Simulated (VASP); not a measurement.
# Sc (P6_3/mmc) in VASP: settings compared

Aim: see how the results for Sc move with the level of theory and the settings. Levels: PBE+D3(BJ), PBEsol. Tasks: relaxation of cell and atoms.

All numbers are computed with VASP 6.6.1; they aren't measurements. Logs are shortened: lines on timing, memory, paths and dates and some standing lists are left out, and cuts for length are marked.

### Step 1. The structure

It takes space group P6_3/mmc (No. 194, hexagonal). The conventional cell has a = 3.309 Å, b = 3.309 Å, c = 5.273 Å, α = 90.00°, β = 90.00°, γ = 120.00°. Sc (site symmetry -6m2) has 12 Sc at 3.26 to 3.31 Å as nearest neighbours.

### Step 2. Relaxation of cell and atoms, PBE+D3(BJ)

INCAR reads:

```
ALGO = Normal
EDIFF = 1E-6
EDIFFG = -0.01
ENCUT = 600
GGA = PE
IBRION = 2
ISIF = 3
ISMEAR = 1
IVDW = 12
LASPH = T
LCHARG = F
LREAL = F
LWAVE = F
NELM = 80
NSW = 90
PREC = Accurate
SIGMA = 0.1
```

KPOINTS reads:

```
k-points
0
Gamma
  15 15 8
```

POSCAR reads:

```
Sc
1.0
    3.3090000000      0.0000000000      0.0000000000
   -1.6545000000      2.8656780611      0.0000000000
    0.0000000000      0.0000000000      5.2733000000
Sc
2
Direct
    0.3333333333      0.6666666667      0.2500000000
    0.6666666667      0.3333333333      0.7500000000
```

Potentials or basis: VASP PAW PBE potentials, release 64 (Sc_sv).

Command:

```bash
> cat potpaw_PBE.64/Sc_sv/POTCAR > POTCAR
> mpirun -np 1 vasp_std > vasp.out
```

OUTCAR:

```text
EDIFF = 1E-6
   EDIFFG = -0.01
   ENCUT = 600
   GGA = PE
   IBRION = 2
   ISIF = 3
   ISMEAR = 1
   IVDW = 12
   LASPH = T
   LREAL = F
   NELM = 80
   NSW = 90
   PREC = Accurate
 IVDW          = 12

 ion  position               nearest neighbor table
   1  0.333  0.667  0.250-   2 3.26   2 3.26   2 3.26   2 3.26   2 3.26   2 3.26
   2  0.667  0.333  0.750-   1 3.26   1 3.26   1 3.26   1 3.26   1 3.26   1 3.26

  LATTYP: Found a hexagonal cell.
 ALAT       =     3.3090000000
 C/A-ratio  =     1.5936234512

  Lattice vectors:

 A1 = (   3.3090000000,   0.0000000000,   0.0000000000)
 A2 = (  -1.6545000000,   2.8656780611,   0.0000000000)
 A3 = (   0.0000000000,   0.0000000000,   5.2733000000)

Analysis of symmetry for initial positions (statically):
=====================================================================
 Subroutine PRICEL returns:
 Original cell was already a primitive cell.

 Routine SETGRP: Setting up the symmetry group for a
 hexagonal supercell.

 Subroutine GETGRP returns: Found 24 space group operations
 (whereof 12 operations were pure point group operations)
 out of a pool of 24 trial point group operations.

The static configuration has the point symmetry D_3d.
 The point group associated with its full space group is D_6h.

Analysis of symmetry for dynamics (positions and initial velocities):
=====================================================================
 Subroutine PRICEL returns:
 Original cell was already a primitive cell.

 Routine SETGRP: Setting up the symmetry group for a
 hexagonal supercell.

 Subroutine GETGRP returns: Found 24 space group operations
 (whereof 12 operations were pure point group operations)
 out of a pool of 24 trial point group operations.

The dynamic configuration has the point symmetry D_3d.
 The point group associated with its full space group is D_6h.

 Subroutine INISYM returns: Found 24 space group operations
 (whereof 12 operations are pure point group operations),
 and found     1 'primitive' translations

----------------------------------------------------------------------------------------

                                     Primitive cell

  volume of cell :      50.0042

  direct lattice vectors                    reciprocal lattice vectors
     3.309000000  0.000000000  0.000000000     0.302206105  0.174478776  0.000000000
    -1.654500000  2.865678061  0.000000000     0.000000000  0.348957552  0.000000000
     0.000000000  0.000000000  5.273300000     0.000000000  0.000000000  0.189634574

  length of vectors
     3.309000000  3.309000000  5.273300000     0.348957552  0.348957552  0.189634574

  position of ions in fractional coordinates (direct lattice)
     0.333333333  0.666666667  0.250000000
     0.666666667  0.333333333  0.750000000

  ion indices of the primitive-cell ions
[... 75 lines left out ...]
   EDIFF  = 0.1E-05   stopping-criterion for ELM
   LREAL  =      F    real-space projection
   EDIFFG = -.1E-01   stopping-criterion for IOM
   NSW    =     90    number of steps for IOM
   IBRION =      2    ionic relax: 0-MD 1-quasi-New 2-CG
   NFREE  =      1    steps in history (QN), initial steepest desc. (CG)
   ISIF   =      3    stress and relaxation
   ISYM   =      2    0-nonsym 1-usesym 2-fastsym
   POTIM  = 0.5000    time-step for ionic-motion
   TEBEG  =    0.0;   TEEND  =   0.0 temperature during run
   PSTRESS=    0.0 pullay stress
   NELECT =      22.0000    total number of electrons
   NUPDOWN=      -1.0000    fix difference up-down
   EMIN   =  10.00;   EMAX   =-10.00  energy-range for DOS
   EFERMI =   0.00;   METHOD = LEGACY
   ISMEAR =     1;   SIGMA  =   0.10  broadening in eV -4-tet -1-fermi 0-gaus
   EFERMI_NEDOS =   21; number of points for ismear=-14 and -15
   IALGO  =     38    algorithm
   IMIX   =      4    mixing-type and parameters
     AMIX     =   0.40;   BMIX     =  1.00
     AMIX_MAG =   1.60;   BMIX_MAG =  1.00
  volume/ion in A,a.u.               =      25.00       168.72
  Fermi-wavevector in a.u.,A,eV,Ry     =   1.245127  2.352948 21.093660  1.550340
  Thomas-Fermi vector in A             =   2.379363
   LORBIT       =      0    0 simple, 1 ext, 2 COOP (PROOUT), +10 PAW based schemes
   GGA     = PE    functional components
   LHFCALC =     F    Hartree Fock is set to
   AEXX    =    0.0000 exact exchange contribution
   IVDW    =    12    specifies the selected vdW correction
   LEPSILON=     F    determine dielectric tensor
   LRPA    =     F    only Hartree local field effects (RPA)
 conjugate gradient relaxation of ions
 non-spin polarized calculation
 Methfessel and Paxton  Order N= 1 SIGMA  =   0.10
  energy-cutoff  :      600.00
  volume of cell :       50.00
 maximum number of plane-waves:      1713
 NGX is ok and might be reduce to    28
   NGX = 13   NGY = 13   NGZ = 21

--------------------------------------- Ionic step        1  -------------------------------------------

 number of electron      22.0000001 magnetization

 Free energy of the ion-electron system (eV)
  ---------------------------------------------------
  ext. energy  EPLUGINS =         0.00000000
  ---------------------------------------------------
  free energy    TOTEN  =       -12.49170405 eV

  energy without entropy =      -12.49142708  energy(sigma->0) =      -12.49161172

 E-fermi :   3.6025     XC(G=0):  -9.8212

 val. band max:        3.6005410442   @ k =   0.2667   0.2000   0.3750
 cond. band min:       3.6057156108   @ k =   0.1333   0.0667   0.0000
 fundamental gap:      0.0051745667
 Fermi energy:         3.6024624389

 k-point     1 :       0.0000    0.0000    0.0000
  band No.  band energies     occupation
      1     -45.8591      2.00000
      2     -45.7980      2.00000
      3     -24.6635      2.00000
      4     -24.3431      2.00000
      5     -24.3431      2.00000
      6     -24.2867      2.00000
      7     -24.2867      2.00000
      8     -24.2689      2.00000
      9      -1.5065      2.00000
     10       1.9410      2.00000
     11       4.0175     -0.00000
     12       5.1907     -0.00000
     13       5.1907     -0.00000
     14       5.3041     -0.00000
[... 614 lines left out ...]
--------------------------------------- Ionic step        6  -------------------------------------------

 number of electron      22.0000000 magnetization

 Free energy of the ion-electron system (eV)
  ---------------------------------------------------
  ext. energy  EPLUGINS =         0.00000000
  ---------------------------------------------------
  free energy    TOTEN  =       -12.47725729 eV

  energy without entropy =      -12.47845516  energy(sigma->0) =      -12.47765658

 E-fermi :   3.9745     XC(G=0): -10.0785

 val. band max:        3.9699058444   @ k =   0.4000   0.2000   0.3750
 cond. band min:       3.9859665795   @ k =   0.4000   0.2000   0.3750
 fundamental gap:      0.0160607352
 Fermi energy:         3.9745312928

 k-point     1 :       0.0000    0.0000    0.0000
  band No.  band energies     occupation
      1     -45.3130      2.00000
      2     -45.2237      2.00000
      3     -24.1911      2.00000
      4     -23.7854      2.00000
      5     -23.7854      2.00000
      6     -23.7057      2.00000
      7     -23.7057      2.00000
      8     -23.6723      2.00000
      9      -1.2424      2.00000
     10       2.2804      2.00000
     11       4.7406     -0.00000
     12       5.6232     -0.00000
     13       5.6232     -0.00000
     14       5.9324     -0.00000
[... 448 lines left out ...]
  FREE ENERGIE OF THE ION-ELECTRON SYSTEM (eV)
  ---------------------------------------------------
  free  energy   TOTEN  =       -13.2941314037 eV

  energy  without entropy=      -13.2953292666  energy(sigma->0) =      -13.29453069

 reached required accuracy - stopping structural energy minimisation
```

It took 4 min on 1 thread of AMD EPYC 9R45 (Zen 5), shared host; peak memory 0.24 GiB.

What came out:

```yaml
Free_energy: -13.2941 eV
Relaxed_volume: 23.45 Å³/atom
Relaxed_cell: a = 3.269 Å, b = 3.269 Å, c = 5.068 Å, α = 90.00°, β = 90.00°, γ = 120.00°
Space_group_after_relaxing_to_0.05_Å: P6_3/mmc (No. 194)
Energy_gained_by_relaxing: 18.9 meV/atom
Ionic_steps: 6
Pressure_after_relaxing: 0.0 GPa
Band_gap_on_the_k_mesh: none (metal or under the smearing width)
Dispersion_energy_per_atom: -0.408 eV
```

The path:
```tsv
step	energy change (eV)	largest force (eV/Å)	pressure (GPa)	volume (Å³)
1	0.0000	0.0000	-3.22	50.00
2	-0.0351	0.0000	0.65	46.45
3	-0.0356	0.0000	0.17	46.83
4	-0.0375	0.0000	0.09	46.88
5	-0.0377	0.0000	0.07	46.90
6	-0.0377	0.0000	0.04	46.90
```

Final structure:
```cif
data_structure
_symmetry_space_group_name_H-M 'P 1'
_symmetry_Int_Tables_number 1
_cell_length_a 3.2689
_cell_length_b 3.2689
_cell_length_c 5.0678
_cell_angle_alpha 90.000
_cell_angle_beta 90.000
_cell_angle_gamma 120.000
_cell_volume 46.90
loop_
_atom_site_label
_atom_site_type_symbol
_atom_site_fract_x
_atom_site_fract_y
_atom_site_fract_z
_atom_site_occupancy
Sc1 Sc 0.33333 0.66667 0.25000 1
Sc2 Sc 0.66667 0.33333 0.75000 1
```

Caveat: pairwise dispersion overbinds metals, which lowers pressure and volume.

### Step 3. Relaxation of cell and atoms, PBE+D3(BJ)

This run uses another cell than the first one, of 23.45 Å³/atom, 0.938 times its volume.

Changes to INCAR since step 2:

```diff
@@ -1,4 +1,4 @@
 ALGO = Normal
-EDIFF = 1E-6
-EDIFFG = -0.01
+EDIFF = 1E-7
+EDIFFG = -0.005
 ENCUT = 600
```

KPOINTS is that of step 2.

POSCAR reads:

```
Sc                                      
1.0
    3.2689382299      0.0000000000      0.0000000000
   -1.6344691149      2.8309835505      0.0000000000
    0.0000000000      0.0000000000      5.0678111628
  Sc            
     2
Direct
     0.3333333332999970    0.6666666667000030    0.2500000000000000
     0.6666666667000030    0.3333333332999970    0.7500000000000000
```

Potentials or basis: VASP PAW PBE potentials, release 64 (Sc_sv).

Command:

```bash
> cat potpaw_PBE.64/Sc_sv/POTCAR > POTCAR
> mpirun -np 1 vasp_std > vasp.out
```

It took 1.7 min on 1 thread of AMD EPYC 9R45 (Zen 5), shared host; peak memory 0.23 GiB.

The run converged. Its results:

```yaml
Free_energy: -13.2939 eV
Relaxed_volume: 23.47 Å³/atom
Relaxed_cell: a = 3.270 Å, b = 3.270 Å, c = 5.070 Å, α = 90.00°, β = 90.00°, γ = 120.00°
Space_group_after_relaxing_to_0.05_Å: P6_3/mmc (No. 194)
Energy_gained_by_relaxing: 0.0 meV/atom
Ionic_steps: 2
Pressure_after_relaxing: 0.0 GPa
Band_gap_on_the_k_mesh: none (metal or under the smearing width)
Dispersion_energy_per_atom: -0.408 eV
```

Final structure:
```
CELL_PARAMETERS angstrom
3.26973 0.00000 0.00000
-1.63486 2.83167 0.00000
0.00000 0.00000 5.06968
ATOMIC_POSITIONS crystal
Sc 0.33333 0.66667 0.25000
Sc 0.66667 0.33333 0.75000
```

Levels at points of the mesh, in eV from the Fermi level:
```
           k point  band 8  band 9  band 10  band 11  band 12  band 13  band 14  band 15
(0.00, 0.00, 0.00)  -27.65   -5.22    -1.69     0.76     1.65     1.65     1.96     2.14
(0.00, 0.00, 0.50)  -27.72   -3.60    -3.60     1.03     1.03     1.55     1.55     1.55
```

Caveat: pairwise dispersion overbinds metals, which lowers pressure and volume.

### Step 4. Relaxation of cell and atoms, PBEsol

INCAR reads:

```
SYSTEM = Sc
PREC = Accurate ; ENCUT = 600
EDIFF = 1E-6 ; ISMEAR = 1
SIGMA = 0.1 ; LREAL = .FALSE.
LASPH = .TRUE. ; NELM = 80
ALGO = Normal ; ISIF = 3
LWAVE = .FALSE. ; LCHARG = .FALSE.
GGA = PS ; IBRION = 2
NSW = 90 ; EDIFFG = -0.01
```

KPOINTS reads:

```
Automatic mesh
0
G
  15 15 8
  0 0 0
```

POSCAR reads:

```
Sc
1.0
    3.3090000000      0.0000000000      0.0000000000
   -1.6545000000      2.8656780611      0.0000000000
    0.0000000000      0.0000000000      5.2733000000
Sc
2
Direct
    0.3333333333      0.6666666667      0.2500000000
    0.6666666667      0.3333333333      0.7500000000
```

Potentials or basis: VASP PAW PBE potentials, release 64 (Sc_sv).

Command:

```bash
> cat potpaw_PBE.64/Sc_sv/POTCAR > POTCAR
> mpirun -np 1 vasp_std > vasp.out
```

OUTCAR:

```text
SYSTEM = Sc
   PREC = Accurate
   ENCUT = 600
   EDIFF = 1E-6
   ISMEAR = 1
   LREAL = .FALSE.
   LASPH = .TRUE.
   NELM = 80
   ISIF = 3
   GGA = PS
   IBRION = 2
   NSW = 90
   EDIFFG = -0.01

 ion  position               nearest neighbor table
   1  0.333  0.667  0.250-   2 3.26   2 3.26   2 3.26   2 3.26   2 3.26   2 3.26
   2  0.667  0.333  0.750-   1 3.26   1 3.26   1 3.26   1 3.26   1 3.26   1 3.26

  LATTYP: Found a hexagonal cell.
 ALAT       =     3.3090000000
 C/A-ratio  =     1.5936234512

  Lattice vectors:

 A1 = (   3.3090000000,   0.0000000000,   0.0000000000)
 A2 = (  -1.6545000000,   2.8656780611,   0.0000000000)
 A3 = (   0.0000000000,   0.0000000000,   5.2733000000)

Analysis of symmetry for initial positions (statically):
=====================================================================
 Subroutine PRICEL returns:
 Original cell was already a primitive cell.

 Routine SETGRP: Setting up the symmetry group for a
 hexagonal supercell.

 Subroutine GETGRP returns: Found 24 space group operations
 (whereof 12 operations were pure point group operations)
 out of a pool of 24 trial point group operations.

The static configuration has the point symmetry D_3d.
 The point group associated with its full space group is D_6h.

Analysis of symmetry for dynamics (positions and initial velocities):
=====================================================================
 Subroutine PRICEL returns:
 Original cell was already a primitive cell.

 Routine SETGRP: Setting up the symmetry group for a
 hexagonal supercell.

 Subroutine GETGRP returns: Found 24 space group operations
 (whereof 12 operations were pure point group operations)
 out of a pool of 24 trial point group operations.

The dynamic configuration has the point symmetry D_3d.
 The point group associated with its full space group is D_6h.

 Subroutine INISYM returns: Found 24 space group operations
 (whereof 12 operations are pure point group operations),
 and found     1 'primitive' translations

----------------------------------------------------------------------------------------

                                     Primitive cell

  volume of cell :      50.0042

  direct lattice vectors                    reciprocal lattice vectors
[... 109 lines left out ...]
  Fermi-wavevector in a.u.,A,eV,Ry     =   1.245127  2.352948 21.093660  1.550340
  Thomas-Fermi vector in A             =   2.379363
   LORBIT       =      0    0 simple, 1 ext, 2 COOP (PROOUT), +10 PAW based schemes
   GGA     = PS    functional components
   LHFCALC =     F    Hartree Fock is set to
   AEXX    =    0.0000 exact exchange contribution
   IVDW    =     0    specifies the selected vdW correction
   LEPSILON=     F    determine dielectric tensor
   LRPA    =     F    only Hartree local field effects (RPA)
 conjugate gradient relaxation of ions
 non-spin polarized calculation
 Methfessel and Paxton  Order N= 1 SIGMA  =   0.10
  energy-cutoff  :      600.00
  volume of cell :       50.00
 maximum number of plane-waves:      1713
 NGX is ok and might be reduce to    28
   NGX = 13   NGY = 13   NGZ = 21

--------------------------------------- Ionic step        1  -------------------------------------------

 number of electron      22.0000001 magnetization

 Free energy of the ion-electron system (eV)
  ---------------------------------------------------
  ext. energy  EPLUGINS =         0.00000000
  ---------------------------------------------------
  free energy    TOTEN  =       -13.18143645 eV

  energy without entropy =      -13.18118897  energy(sigma->0) =      -13.18135395

 E-fermi :   3.4980     XC(G=0):  -9.9322

 val. band max:        3.4959305880   @ k =   0.3333   0.0667   0.1250
 cond. band min:       3.5016033714   @ k =   0.4000   0.2000   0.3750
 fundamental gap:      0.0056727835
 Fermi energy:         3.4980338213

 k-point     1 :       0.0000    0.0000    0.0000
  band No.  band energies     occupation
      1     -45.7512      2.00000
      2     -45.6887      2.00000
      3     -24.6482      2.00000
      4     -24.3224      2.00000
      5     -24.3224      2.00000
      6     -24.2650      2.00000
      7     -24.2650      2.00000
      8     -24.2466      2.00000
      9      -1.6185      2.00000
     10       1.8236      2.00000
     11       3.9253     -0.00000
     12       5.0815     -0.00000
     13       5.0815     -0.00000
     14       5.1950     -0.00000
[... 594 lines left out ...]
--------------------------------------- Ionic step        6  -------------------------------------------

 number of electron      21.9999999 magnetization

 Free energy of the ion-electron system (eV)
  ---------------------------------------------------
  ext. energy  EPLUGINS =         0.00000000
  ---------------------------------------------------
  free energy    TOTEN  =       -13.21260525 eV

  energy without entropy =      -13.21375779  energy(sigma->0) =      -13.21298943

 E-fermi :   3.8228     XC(G=0): -10.1656

 val. band max:        3.8172830077   @ k =   0.4000   0.2000   0.3750
 cond. band min:       3.8329633608   @ k =   0.4000   0.2000   0.3750
 fundamental gap:      0.0156803531
 Fermi energy:         3.8227727112

 k-point     1 :       0.0000    0.0000    0.0000
  band No.  band energies     occupation
      1     -45.2694      2.00000
      2     -45.1805      2.00000
      3     -24.2340      2.00000
      4     -23.8323      2.00000
      5     -23.8323      2.00000
      6     -23.7529      2.00000
      7     -23.7529      2.00000
      8     -23.7180      2.00000
      9      -1.3890      2.00000
     10       2.1283      2.00000
     11       4.5867     -0.00000
     12       5.4575     -0.00000
     13       5.4575     -0.00000
     14       5.7689     -0.00000
[... 444 lines left out ...]
  FREE ENERGIE OF THE ION-ELECTRON SYSTEM (eV)
  ---------------------------------------------------
  free  energy   TOTEN  =       -13.2126052466 eV

  energy  without entropy=      -13.2137577853  energy(sigma->0) =      -13.21298943

 reached required accuracy - stopping structural energy minimisation
```

CONTCAR:

```text
Sc
   1.00000000000000
     3.2771275986729509    0.0000000000000000    0.0000000000000000
    -1.6385637993364754    2.8380757518718323   -0.0000000000000000
     0.0000000000000000    0.0000000000000000    5.0782697234419931
  Sc
     2
Direct
     0.3333333332999970    0.6666666667000030    0.2500000000000000
     0.6666666667000030    0.3333333332999970    0.7500000000000000

  0.00000000E+00  0.00000000E+00  0.00000000E+00
  0.00000000E+00  0.00000000E+00  0.00000000E+00
```

Run time: 5 min. Hardware: 1 thread of Intel Xeon Platinum 8259CL at 2.50GHz (Skylake/Cascade Lake), shared host; peak memory 0.26 GiB.

Results:

- Free energy: -13.2126 eV
- Relaxed volume: 23.62 Å³/atom
- Relaxed cell: a = 3.277 Å, b = 3.277 Å, c = 5.078 Å, α = 90.00°, β = 90.00°, γ = 120.00°
- Space group after relaxing (to 0.05 Å): P6_3/mmc (No. 194)
- Energy gained by relaxing: 15.6 meV/atom
- Ionic steps: 6
- Pressure after relaxing: 0.1 GPa
- Band gap on the k mesh: none (metal or under the smearing width)

Step by step:
```
step  energy change (eV)  largest force (eV/Å)  pressure (GPa)  volume (Å³)
   1              0.0000                0.0000           -2.87        50.00
   2             -0.0287                0.0000            0.58        46.83
   3             -0.0291                0.0000            0.20        47.14
   4             -0.0309                0.0000            0.10        47.20
   5             -0.0312                0.0000            0.06        47.23
   6             -0.0312                0.0000            0.05        47.23
```

Final structure:
```xyz
2
Lattice="3.2771 0.0000 0.0000 -1.6386 2.8381 0.0000 0.0000 0.0000 5.0783" Properties=species:S:1:pos:R:3 pbc="T T T"
Sc    0.0000    1.8921    1.2696
Sc    1.6386    0.9460    3.8087
```

Levels at points of the mesh, in eV from the Fermi level:
```csv
k point,band 9,band 10,band 11,band 12,band 13,band 14
"(0.00, 0.00, 0.00)",-5.21,-1.69,0.76,1.63,1.63,1.95
"(0.00, 0.00, 0.50)",-3.60,-3.60,1.02,1.02,1.54,1.54
```

Caveat: the PAW data sets were made with another functional, which shifts forces and pressure a little.

(Part 1 of 2 ends here.)
